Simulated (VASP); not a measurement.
Input:

```
InN
1.0
    0.00000     2.53980     2.53980
    2.53980     0.00000     2.53980
    2.53980     2.53980     0.00000
In N
1 1
Direct
  0.98622   0.01378   0.03347
  0.25000   0.25000   0.25000
```

Method: PBE GGA, VASP's PBE PAW potentials (set 64) (plane waves; VASP). Run with 520 eV cut-off, 7×7×7 Γ-centred mesh, Gaussian smearing of 0.050 eV, potentials In_d N.

Problem. The ions are relaxed. Give the cell that the relaxation ends in.

Solution. 
```
InN
1.0
    0.00000     2.53980     2.53980
    2.53980     0.00000     2.53980
    2.53980     2.53980     0.00000
In N
1 1
Direct
  0.99308   0.00681   0.01671
  0.24314   0.25697   0.26676
```
Space group F-43m (216), at a tolerance of 0.03 Å.

Problem. How much energy does the relaxation gain?

Solution. The energy (σ→0) changes by -34.3 meV/atom, in 6 ionic steps.

The compound is InN in the zinc blende structure, a metastable form; wurtzite is the usual one. In the starting cell atoms are displaced from their ideal sites. This run relaxes the ions in a fixed cell. The k-mesh is coarse (spacing up to 0.31 per Å, 2π included), so the numbers may not be converged in it.
